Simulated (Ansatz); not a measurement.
SnO2:

```
Sn O
1.0
     5.17526    0.00000    0.00000
     0.00000    5.17526    0.00000
     0.00000    0.00000    5.17526
Sn O
4 8
Direct
  0.00000 0.00000 0.00000
  0.50000 0.00000 0.50000
  0.50000 0.50000 0.00000
  0.00000 0.50000 0.50000
  0.66110 0.83890 0.16110
  0.83890 0.16110 0.66110
  0.16110 0.66110 0.83890
  0.33890 0.33890 0.33890
  0.66110 0.66110 0.66110
  0.83890 0.33890 0.16110
  0.16110 0.83890 0.33890
  0.33890 0.16110 0.83890
```

Measurements of this composition are mostly on another form, of space group No. 136.

```yaml
Program: Ansatz 0.2.0
Task: relaxation of cell and atoms
Functional: r2SCAN
Potentials_or_basis: Ansatz PAW
Cutoff: "500 eV (not typed: the program's choice for these potentials)"
k_mesh: 5 × 5 × 5
Occupations: fermi-dirac, width 0.05 eV
Spin: no spin polarisation
```

At the start: volume 11.55 Å³/atom.

Question: Where does the relaxation end?

Answer: It ends after 5 steps and the volume is 11.06 Å³/atom (-4.3 %); space group Pa-3 (No. 205, to 0.05 Å).

Step by step:
```csv
step,energy change (eV),largest force (eV/Å),volume (Å³)
1,0.0000,0.0169,138.61
2,-0.1750,0.0055,132.18
3,-0.1762,0.0003,132.75
4,-0.1763,0.0000,132.70
5,-0.1731,0.0000,132.70
```

Final structure:
```
Sn O
1.0
     5.10069    0.00000    0.00000
     0.00000    5.10069    0.00000
     0.00000    0.00000    5.10069
Sn O
4 8
Direct
  0.00000 0.00000 0.00000
  0.50000 0.00000 0.50000
  0.50000 0.50000 0.00000
  0.00000 0.50000 0.50000
  0.66028 0.83972 0.16028
  0.83972 0.16028 0.66028
  0.16028 0.66028 0.83972
  0.33972 0.33972 0.33972
  0.66028 0.66028 0.66028
  0.83972 0.33972 0.16028
  0.16028 0.83972 0.33972
  0.33972 0.16028 0.83972
```

Caveat: the plane-wave basis is chosen anew once the cell has moved, so the energies of steps on either side of that aren't comparable; the PAW data sets come from PBE, with cores solved anew for the run's functional, which leaves a small shift of forces and pressure.
